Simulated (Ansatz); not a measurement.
**Se: strain energy, fitted**

Se, P3_221, a = 4.038 Å, c = 5.121 Å. Ansatz: PBEsol, PAW, 420 eV, Γ-centred 12×12×8 mesh on 3 atoms, Gaussian smearing 0.02 eV; no spin polarisation. Series: uniaxial strain along c, with a, b and atoms relaxed; x is the strain in per cent. y is the free energy over the unstrained cell, V0 = 24.112 Å³/atom.

| x (%) | y (meV/atom) |
| --- | --- |
| -4.0 | ? |
| -2.0 | 2.03 |
| 0.0 | 0.00 |
| 2.0 | 2.07 |
| 4.0 | 8.41 |

Problem. Fit y = c2 x² + c3 x³ to the other rows, turn c2 into a modulus, and predict the missing energy.

Solution. Least squares on the rows shown. y = 0.5131 x² + 0.003110 x³. In eV per unit strain² c2 is 5.131; this is Young's modulus along the axis (E = ½ Y V0 ε²): 2 × 5.131 × 160.2 / (24.112) = 68 GPa. At x = -4.0 the fit asked for gives 8.01 meV/atom. The run gave 7.97 meV/atom, so the fit is 0.04 meV/atom too high, a small miss on the scale of the series. The form still works here, 33 % of the fitted range beyond its end.

2 further runs of this set didn't finish or converge.